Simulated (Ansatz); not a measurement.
Input and command of a calculation in Ansatz (plane waves; scalar-relativistic PAW potentials unless the input names others):

```yaml
crystal:
  lattice:
    - [0.0, -2.2535006075, -2.2535006075]
    - [-2.2535006075, 0.0, -2.2535006075]
    - [2.2535006075, 2.2535006075, -4.507001215]
  atoms:
    - { symbol: Ga, position: [0.5035458382, 0.5035458382, 0.4964541618] }
    - { symbol: Ga, position: [0.0035458382, 0.0035458382, -0.0035458382] }
    - { symbol: "N", position: [0.3573497911, 0.3573497911, 0.8926502089] }
    - { symbol: "N", position: [0.8573497911, 0.8573497911, 0.3926502089] }
basis:
  ecutwfc: 420
kpoints:
  mp_grid: { grid: [12, 12, 10] }
hamiltonian:
  xc: pbe
scf:
  occupations: { method: tetrahedron }
output:
  forces: true
  eigenvalues: true
  stress: true
```

```bash
ansatz run input.yaml --threads 2 --pin off --max-ram 5120MiB --backend cpu --events-out ev --progress --plain --runs-dir out
```

Abridged log:
```
Warning: output.forces, output.stress, relax.cell or npt_langevin: where a Kohn–Sham band that disperses or a degenerate level is filled in part under the method tetrahedron, the forces or the stress that this run publishes need not agree with its energy (scf.occupations.method in the input reference, under Limitations); prefer a smearing scheme for the forces or the stress
Basis set: ecut = 420 eV, 893 PW (Γ), exchange–correlation on 48×48×80 points (8 copies of the dense FFT grid, shifted against one another)
Bands: 22, of which v1, the nominal top of the filled ones, is band 18 counted from 1 (17 counted from 0)
Symmetry: 4 space group operations
k-points: 398 of 1440 (time reversal used)
SCF iter   1: F=—  HF=-8335.565256 eV  |F-HF|=—  |Δ(HF+E_count)|=         —  Δρ=7.49e-4  dr2=8.54e-5  ethr=1.77e-3  ⟨swp⟩=5.4  Hψ=36771  notcnv=0
SCF iter   2: F=—  HF=-8335.566019 eV  |F-HF|=—  |Δ(HF+E_count)|=   7.63e-4  Δρ=3.93e-4  dr2=2.10e-5  ethr=2.37e-7  ⟨swp⟩=3.0  Hψ=23263  notcnv=0
SCF iter   3: F=—  HF=-8335.566118 eV  |F-HF|=—  |Δ(HF+E_count)|=   9.90e-5  Δρ=1.60e-4  dr2=3.62e-6  ethr=5.83e-8  ⟨swp⟩=2.1  Hψ=17189  notcnv=0
SCF iter   4: F=—  HF=-8335.566139 eV  |F-HF|=—  |Δ(HF+E_count)|=   2.06e-5  Δρ=3.98e-5  dr2=6.33e-7  ethr=1.01e-8  ⟨swp⟩=2.9  Hψ=18142  notcnv=0
SCF iter   5: F=—  HF=-8335.566139 eV  |F-HF|=—  |Δ(HF+E_count)|=   1.82e-7  Δρ=1.72e-5  dr2=1.12e-7  ethr=1.76e-9  ⟨swp⟩=2.1  Hψ=17522  notcnv=0
SCF iter   6: F=-8335.566139 eV  HF=-8335.566139 eV  |F-HF|=9.34e-9  |Δ(HF+E_count)|=   8.50e-9  Δρ=7.56e-6  dr2=1.64e-8  ethr=2.78e-10  ⟨swp⟩=4.0  Hψ=27850  notcnv=0
SCF 1 converged in 6 iterations: F = -8335.566139 eV  dr2 = 1.64e-8
SCF converged after 6 iterations
Stability not checked: this state was not tested for a lower state beside it, because cold or Methfessel-Paxton smearing, or corrected tetrahedra, fill the levels in a way that the test cannot read (fill_not_monotonic; see scf.lower_state_search)
Free energy (F): -8335.566139 eV
Harris-Foulkes:  -8335.566139 eV  (|F-HF|=9.34e-9)
Internal energy: -8335.566139 eV  (E = F + TS)
E sigma→0 (E₀):  -8335.566139 eV
Fermi energy:    9.862432 eV
--- Forces (eV/Å), atoms counted from 1 ---
  atom   1  Ga     1.22452334     1.22452334     0.50676600
  atom   2  Ga     1.22452334     1.22452334     0.50676600
  atom   3  N     -1.22452605    -1.22452605    -0.50676898
  atom   4  N     -1.22452605    -1.22452605    -0.50676898
--- Stress (GPa, compression-positive) ---
        6.445041       2.431164       6.074855
        2.431164       6.445041       6.074855
        6.074855       6.074855       7.784545
  P = ⅓ Tr σ = 6.8915 GPa (68.915 kbar)
```

Apart from outputs and empty bands, the input differs from a reference run on usual settings in scf.occupations.width: 0.05 → not typed; scf.occupations.method: "gaussian" → "tetrahedron". The reference, at the same geometry (not necessarily relaxed), gave pressure 6.89 GPa, largest force 1.804 eV/Å, gap on the mesh 1.51 eV. This run converged in 6 SCF iterations (reference: 6) with an energy at zero smearing within 0.01 meV/atom of the reference's, pressure 6.89 GPa, largest force 1.804 eV/Å, gap on the mesh 1.51 eV.

Time: 8.1 s on 2 threads of Intel(R) Xeon(R) 6975P-C (Granite Rapids), on a shared host, peak memory 0.69 GiB.